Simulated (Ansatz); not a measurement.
Runs of Ansatz 0.2.0 on AgBr. Symmetry: Fm-3m, No. 225, cubic system. Conventional cell: a = 5.740 Å, b = 5.740 Å, c = 5.740 Å, α = 90.00°, β = 90.00°, γ = 90.00°. Ag (site symmetry m-3m) has 6 Br at 2.87 Å as nearest neighbours. Around Br (site symmetry m-3m) lie 6 Ag at 2.87 Å. 

| task | level | potentials or basis | spin | cell | k mesh | cutoff (eV) | smearing | basis error allowed | gap on the mesh (eV) | pressure (GPa) | relaxed volume (Å³/atom) |
| --- | --- | --- | --- | --- | --- | --- | --- | --- | --- | --- | --- |
| relaxation of cell and atoms | RPBE | all-electron LAPW, scalar-relativistic | off | relaxed | 8 × 8 × 8 | - | fermi-dirac 0.05 eV | 0.001 eV/atom | (c) | 0.0 | 26.95 |
| Born charges and dielectric tensor | LDA | all-electron PAW datasets made for the crystal | off | as given | 8 × 8 × 8 | 290 | fixed | - | 0.38 | - | - |
| relaxation of cell and atoms | revPBE+D4 | all-electron LAPW, scalar-relativistic | off | relaxed | 8 × 8 × 8 | - | fermi-dirac 0.05 eV | 0.001 eV/atom | 0.80 | 0.0 | 23.52 |
| band structure | PBEsol | all-electron LAPW, relativistic spinors | SOC, no magnetisation | as given | 6 × 6 × 6 | 214 | fermi-dirac 0.05 eV | 0.001 eV/atom | 0.42 | -1.6 | - |
| band structure | LDA | all-electron LAPW, scalar-relativistic | off | as given | 8 × 8 × 8 | 214 | fermi-dirac 0.05 eV | 0.001 eV/atom | 0.38 | (a) | - |
| relaxation of cell and atoms | BLYP+D4 | all-electron LAPW, scalar-relativistic | off | relaxed | 8 × 8 × 8 | - | fermi-dirac 0.05 eV | 0.001 eV/atom | 0.72 | 0.0 | (b) |
| relaxation of cell and atoms | PBEsol+D3(BJ) | all-electron LAPW, scalar-relativistic | off | relaxed | 8 × 8 × 8 | - | fermi-dirac 0.05 eV | 0.001 eV/atom | 0.50 | 0.0 | 21.87 |
| band structure | PBEsol | all-electron LAPW, scalar-relativistic | off | as given | 8 × 8 × 8 | 214 | fermi-dirac 0.05 eV | 0.001 eV/atom | 0.50 | -1.6 | - |

Q: Fill in the values left out.

A: (a) -4.2; (b) 24.25; (c) 0.92.

Caveats: the volume moved by +14 % from the deposited cell, more than functionals usually miss (some runs); the gap is small at this level, which inflates the dielectric constant (some runs); the program warned that the printed levels may be off, so bands, gaps and densities of states are rough (some runs).

A k mesh can miss the band edges, and rows without SOC leave out spin-orbit coupling on Ag, Br.

The runs don't all hold the same shells in valence.

Runs at the PBE level aren't shown here.
